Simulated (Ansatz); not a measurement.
TiCo under changes of volume

One of the cells (13.313 Å³/atom); the others are scaled copies at fixed shape and fractional positions:

```
Co Ti
1.0
     2.98611    0.00000    0.00000
     0.00000    2.98611    0.00000
     0.00000    0.00000    2.98611
Co Ti
1 1
Direct
  0.50000 0.50000 0.50000
  0.00000 0.00000 0.00000
```

The cell comes from a database or a generator and needn't be the stable form of this composition.

* Program: Ansatz 0.2.0
* Functional: PBEsol
* Potentials or basis: Ansatz PAW
* Cutoff: 420 eV (not typed: the program's choice for these potentials)
* k mesh: 9 × 9 × 9
* Occupations: fermi-dirac, width 0.05 eV
* Spin: collinear spin, ferromagnetic start
* Starting moments: [2.0, 1.0] μB

```csv
volume (Å³/atom),energy over the lowest point (meV/atom),pressure (GPa),moment (μB per cell)
12.515,0.64,2.5,0.59
12.781,0.00,-1.5,0.62
13.047,5.59,-5.0,0.67
13.313,?,?,?
13.580,32.73,-10.9,0.76
13.846,53.01,-13.4,0.80
14.112,77.14,-15.6,0.84
```

Task: What does the run at 13.313 Å³/atom give?

Result: Energy over the lowest point 16.73 meV/atom; pressure -8.1 GPa; moment 0.71 μB per cell.

Worked out: A Birch-Murnaghan fit of order 3 (a polynomial in V^(-2/3)) to the other rows has its minimum at 12.67 Å³/atom with B0 = V·E''(V) = 187 GPa and B' = 4.8. It gives 16.68 meV/atom at 13.313 Å³/atom, against the run's 16.73, and -dE/dV = -8.2 GPa, against -8.1. A straight line through the other rows of the moment, of slope 0.161 μB per Å³/atom, gives 0.71 μB, against the run's 0.71.

Energies are extrapolated to zero smearing.

Caveats: the PAW data sets come from PBE, with cores solved anew for the run's functional, which leaves a small shift of forces and pressure.
